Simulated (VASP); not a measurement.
# Mg (Im-3m) in VASP: single point with PBEsol

Aim: the single point of Mg with PBEsol.

Everything below comes from runs of VASP 6.6.1. Logs are shortened: lines on timing, memory, paths and dates and some standing lists are left out, and cuts for length are marked.

### 1 The structure

Symmetry: Im-3m, No. 229, cubic system. Conventional cell: a = 3.554 Å, b = 3.554 Å, c = 3.554 Å, α = 90.00°, β = 90.00°, γ = 90.00°. Mg (site symmetry m-3m) has 8 Mg at 3.08 Å as nearest neighbours.

The cell was built by a generator and needn't be a form met in nature.

### 2 Single point, PBEsol

INCAR

```
PREC = Accurate
ENCUT = 520
EDIFF = 1E-6
ISMEAR = -1
SIGMA = 0.13605693000000002
LREAL = F
LASPH = T
NELM = 80
ALGO = Normal
ISIF = 2
LWAVE = F
LCHARG = F
GGA = PS
NBANDS = 7
```

KPOINTS

```
regular mesh
0
Gamma
  13 13 13
```

POSCAR

```
Mg
1.0
   -1.7770227552      1.7770227552      1.7770227552
    1.7770227552     -1.7770227552      1.7770227552
    1.7770227552      1.7770227552     -1.7770227552
Mg
1
Direct
    0.0000000000      0.0000000000      0.0000000000
```

Potentials or basis: VASP PAW PBE potentials, release 64 (Mg).

Run with:

```
> cat potpaw_PBE.64/Mg/POTCAR > POTCAR
> mpirun -np 1 vasp_std > vasp.out
```

OUTCAR:

```text
PREC = Accurate
   ENCUT = 520
   EDIFF = 1E-6
   ISMEAR = -1
   LREAL = F
   LASPH = T
   NELM = 80
   ISIF = 2
   GGA = PS

 ion  position               nearest neighbor table
   1  0.000  0.000  0.000-

  LATTYP: Found a body centered cubic cell.
 ALAT       =     3.5540455104

  Lattice vectors:

 A1 = (  -1.7770227552,   1.7770227552,   1.7770227552)
 A2 = (   1.7770227552,  -1.7770227552,   1.7770227552)
 A3 = (   1.7770227552,   1.7770227552,  -1.7770227552)

Analysis of symmetry for initial positions (statically):
=====================================================================
 Subroutine PRICEL returns:
 Original cell was already a primitive cell.

 Routine SETGRP: Setting up the symmetry group for a
 body centered cubic supercell.

 Subroutine GETGRP returns: Found 48 space group operations
 (whereof 48 operations were pure point group operations)
 out of a pool of 48 trial point group operations.

The static configuration has the point symmetry O_h .

Analysis of symmetry for dynamics (positions and initial velocities):
=====================================================================
 Subroutine PRICEL returns:
 Original cell was already a primitive cell.

 Routine SETGRP: Setting up the symmetry group for a
 body centered cubic supercell.

 Subroutine GETGRP returns: Found 48 space group operations
 (whereof 48 operations were pure point group operations)
 out of a pool of 48 trial point group operations.

The dynamic configuration has the point symmetry O_h .

 Subroutine INISYM returns: Found 48 space group operations
 (whereof 48 operations are pure point group operations),
 and found     1 'primitive' translations

----------------------------------------------------------------------------------------

                                     Primitive cell

  volume of cell :      22.4460

  direct lattice vectors                    reciprocal lattice vectors
    -1.777022755  1.777022755  1.777022755     0.000000000  0.281369498  0.281369498
     1.777022755 -1.777022755  1.777022755     0.281369498  0.000000000  0.281369498
     1.777022755  1.777022755 -1.777022755     0.281369498  0.281369498  0.000000000

  length of vectors
     3.077893698  3.077893698  3.077893698     0.397916560  0.397916560  0.397916560

  position of ions in fractional coordinates (direct lattice)
     0.000000000  0.000000000  0.000000000

  ion indices of the primitive-cell ions
   primitive index   ion index
                 1           1

----------------------------------------------------------------------------------------

 KPOINTS: regular mesh

Automatic generation of k-mesh.
 Grid dimensions read from file:
 generate k-points for:   13   13   13

 Generating k-lattice:

  Cartesian coordinates                     Fractional coordinates (reciprocal lattice)
     0.000000000  0.021643808  0.021643808     0.076923077  0.000000000  0.000000000
     0.021643808  0.000000000  0.021643808     0.000000000  0.076923077  0.000000000
     0.021643808  0.021643808  0.000000000     0.000000000  0.000000000  0.076923077

  Length of vectors
     0.030608966  0.030608966  0.030608966

  Shift w.r.t. Gamma in fractional coordinates (k-lattice)
     0.000000000  0.000000000  0.000000000

 Subroutine IBZKPT returns following result:
 ===========================================

 Found     84 irreducible k-points:

 Following reciprocal coordinates:
            Coordinates               Weight
  0.000000  0.000000  0.000000      1.000000
  0.076923  0.000000  0.000000     12.000000
  0.153846  0.000000  0.000000     12.000000
  0.230769  0.000000  0.000000     12.000000
  0.307692  0.000000  0.000000     12.000000
  0.384615  0.000000  0.000000     12.000000
[... 16 lines left out ...]
  0.153846  0.076923  0.076923     24.000000
  0.230769  0.076923  0.076923     24.000000
 [... further k-points ...]
   k-points           NKPTS =     84   k-points in BZ     NKDIM =     84   number of bands    NBANDS=      7
   number of dos      NEDOS =    301   number of ions     NIONS =      1
   total plane-waves  NPLWV =  13824
   dimension x,y,z NGX =    24 NGY =   24 NGZ =   24
   dimension x,y,z NGXF=    48 NGYF=   48 NGZF=   48
   ions per type =               1
   NGX,Y,Z   is equivalent  to a cutoff of  12.96, 12.96, 12.96 a.u.
   NGXF,Y,Z  is equivalent  to a cutoff of  25.93, 25.93, 25.93 a.u.
 SYSTEM =  unknown system
   PREC   = accura    normal or accurate (medium, high low for compatibility)
   ISTART =      0    job   : 0-new  1-cont  2-samecut
   ICHARG =      2    charge: 1-file 2-atom 10-const
   ISPIN  =      1    spin polarized calculation?
   LNONCOLLINEAR =      F non collinear calculations
   LSORBIT =      F    spin-orbit coupling
   LASPH  =      T    aspherical Exc in radial PAW
   ENCUT  =  520.0 eV  38.22 Ry    6.18 a.u.   5.72  5.72  5.72*2*pi/ulx,y,z
   NELM   =     80;   NELMIN=  2; NELMDL= -5     # of ELM steps
   EDIFF  = 0.1E-05   stopping-criterion for ELM
   LREAL  =      F    real-space projection
[... 7 lines left out ...]
   TEBEG  =    0.0;   TEEND  =   0.0 temperature during run
   PSTRESS=    0.0 pullay stress
   NELECT =       2.0000    total number of electrons
   NUPDOWN=      -1.0000    fix difference up-down
   EMIN   =  10.00;   EMAX   =-10.00  energy-range for DOS
   EFERMI =   0.00;   METHOD = LEGACY
   ISMEAR =    -1;   SIGMA  =   0.14  broadening in eV -4-tet -1-fermi 0-gaus
   EFERMI_NEDOS =   21; number of points for ismear=-14 and -15
   IALGO  =     38    algorithm
   IMIX   =      4    mixing-type and parameters
     AMIX     =   0.40;   BMIX     =  1.00
     AMIX_MAG =   1.60;   BMIX_MAG =  1.00
  volume/ion in A,a.u.               =      22.45       151.47
  Fermi-wavevector in a.u.,A,eV,Ry     =   0.731204  1.381775  7.274480  0.534659
  Thomas-Fermi vector in A             =   1.823363
   LORBIT       =      0    0 simple, 1 ext, 2 COOP (PROOUT), +10 PAW based schemes
   GGA     = PS    functional components
   LHFCALC =     F    Hartree Fock is set to
   AEXX    =    0.0000 exact exchange contribution
   IVDW    =     0    specifies the selected vdW correction
   LEPSILON=     F    determine dielectric tensor
   LRPA    =     F    only Hartree local field effects (RPA)
 non-spin polarized calculation
  energy-cutoff  :      520.00
  volume of cell :       22.45
 maximum number of plane-waves:       617
   NGX = 11   NGY = 11   NGZ = 11

 number of electron       2.0000000 magnetization

 Free energy of the ion-electron system (eV)
  ---------------------------------------------------
  ext. energy  EPLUGINS =         0.00000000
  ---------------------------------------------------
  free energy    TOTEN  =        -1.70682785 eV

  energy without entropy =       -1.67757416  energy(sigma->0) =       -1.69220100

 E-fermi :   2.7530     XC(G=0):  -8.6074

 val. band max:        2.7320332711   @ k =  -0.4615  -0.4615   0.1538
 cond. band min:       2.8453904581   @ k =   0.3077   0.2308   0.1538
 fundamental gap:      0.1133571870
 Fermi energy:         2.7529682623

 k-point     1 :       0.0000    0.0000    0.0000
  band No.  band energies     occupation
      1      -4.3131      2.00000
      2      15.8749      0.00000
      3      15.8749      0.00000
      4      15.8749      0.00000
      5      17.9231      0.00000
      6      17.9231      0.00000
      7      18.1305      0.00000

 k-point     2 :       0.0769    0.0000    0.0000
  band No.  band energies     occupation
      1      -4.1718      2.00000
      2      14.3231      0.00000
      3      15.2035      0.00000
      4      15.2664      0.00000
      5      16.7452      0.00000
      6      17.0373      0.00000
      7      18.3299      0.00000

 k-point     3 :       0.1538    0.0000    0.0000
  band No.  band energies     occupation
      1      -3.7490      2.00000
      2      11.6596      0.00000
      3      14.0744      0.00000
      4      14.3219      0.00000
      5      15.5435      0.00000
      6      16.4189      0.00000
      7      18.7285      0.00000

 k-point     4 :       0.2308    0.0000    0.0000
  band No.  band energies     occupation
      1      -3.0485      2.00000
      2       9.0475      0.00000
      3      13.0565      0.00000
      4      13.5016      0.00000
      5      14.5669      0.00000
      6      15.7521      0.00000
      7      19.4347      0.00000

 k-point     5 :       0.3077    0.0000    0.0000
  band No.  band energies     occupation
      1      -2.0767      2.00000
      2       6.6229      0.00000
      3      12.2644      0.00000
      4      12.8748      0.00000
      5      13.8329      0.00000
      6      15.1402      0.00000
      7      20.1896      0.00000

 k-point     6 :       0.3846    0.0000    0.0000
  band No.  band energies     occupation
      1      -0.8437      2.00000
      2       4.4178      0.00001
      3      11.7282      0.00000
      4      12.4553      0.00000
      5      13.3441      0.00000
      6      14.6847      0.00000
      7      21.0660      0.00000

 k-point     7 :       0.4615    0.0000    0.0000
  band No.  band energies     occupation
      1       0.6190      2.00000
      2       2.4686      1.77986
      3      11.4583      0.00000
      4      12.2454      0.00000
      5      13.0999      0.00000
      6      14.4440      0.00000
      7      21.8958      0.00000
[... 121 lines left out ...]
 k-point    20 :       0.3846    0.2308    0.0000
  band No.  band energies     occupation
      1       2.0745      1.98643
      2       2.7049      1.17500
      3       5.9780      0.00000
      4      11.1216      0.00000
      5      16.0906      0.00000
      6      18.9800      0.00000
      7      19.3416      0.00000

 k-point    21 :       0.3077    0.3077    0.0000
  band No.  band energies     occupation
      1       2.1750      1.97181
      2       3.6223      0.00335
      3       4.5920      0.00000
      4      10.9990      0.00000
      5      17.1946      0.00000
      6      17.8818      0.00000
      7      19.3920      0.00000

 k-point    22 :       0.0769    0.0769    0.0769
  band No.  band energies     occupation
      1      -3.4682      2.00000
      2      11.6325      0.00000
      3      11.6325      0.00000
      4      12.7004      0.00000
      5      17.7707      0.00000
      6      17.7707      0.00000
      7      18.8853      0.00000

 k-point    23 :       0.1538    0.0769    0.0769
  band No.  band energies     occupation
      1      -2.7698      2.00000
      2       9.2182      0.00000
      3      10.5982      0.00000
      4      11.6495      0.00000
      5      17.4250      0.00000
      6      17.7707      0.00000
      7      19.5589      0.00000

 k-point    24 :       0.2308    0.0769    0.0769
  band No.  band energies     occupation
      1      -1.8011      2.00000
      2       6.8464      0.00000
      3       9.8162      0.00000
      4      10.9176      0.00000
      5      16.7649      0.00000
      6      17.3816      0.00000
      7      20.3753      0.00000

 [... further k-points ...]
[... 5 lines left out ...]
  --------------------------------------------------------------------------------------
  -------------------------------------------------------------------------------------
  Total        0.0188630      0.0188630      0.0188630      0.0000000     -0.0000000     -0.0000000
  in kB        1.3464244      1.3464244      1.3464244      0.0000000     -0.0000000     -0.0000000
  external PRESSURE =       1.3464244 kB  Pullay stress =       0.0000000 kB

 VOLUME and BASIS-vectors are now :
 -----------------------------------------------------------------------------
  energy-cutoff  :      520.00
  volume of cell :       22.45
      direct lattice vectors                 reciprocal lattice vectors
    -1.777022755  1.777022755  1.777022755     0.000000000  0.281369498  0.281369498
     1.777022755 -1.777022755  1.777022755     0.281369498  0.000000000  0.281369498
     1.777022755  1.777022755 -1.777022755     0.281369498  0.281369498  0.000000000

 POSITION                                       TOTAL-FORCE (eV/Angst)
 -----------------------------------------------------------------------------------
      0.00000      0.00000      0.00000         0.000000      0.000000      0.000000
 -----------------------------------------------------------------------------------
    total drift:                                0.000000      0.000000      0.000000

  FREE ENERGIE OF THE ION-ELECTRON SYSTEM (eV)
  ---------------------------------------------------
  free  energy   TOTEN  =        -1.7068278512 eV

  energy  without entropy=       -1.6775741569  energy(sigma->0) =       -1.69220100
```

Wall time 4.7 s (1 thread of Intel Xeon Platinum 8488C (Sapphire Rapids), shared host); peak memory 0.14 GiB.

Results:

* Free energy: -1.7068 eV
* Pressure: 0.1 GPa
* Band gap on the k mesh: none (metal or under the smearing width)

Levels at points of the mesh, in eV from the Fermi level:
| k point | band 1 | band 2 | band 3 | band 4 | band 5 | band 6 |
| --- | --- | --- | --- | --- | --- | --- |
| (0.00, 0.00, 0.00) | -7.07 | 13.12 | 13.12 | 13.12 | 15.17 | 15.17 |

Caveat: the PAW data sets were made with another functional, which shifts forces and pressure a little.
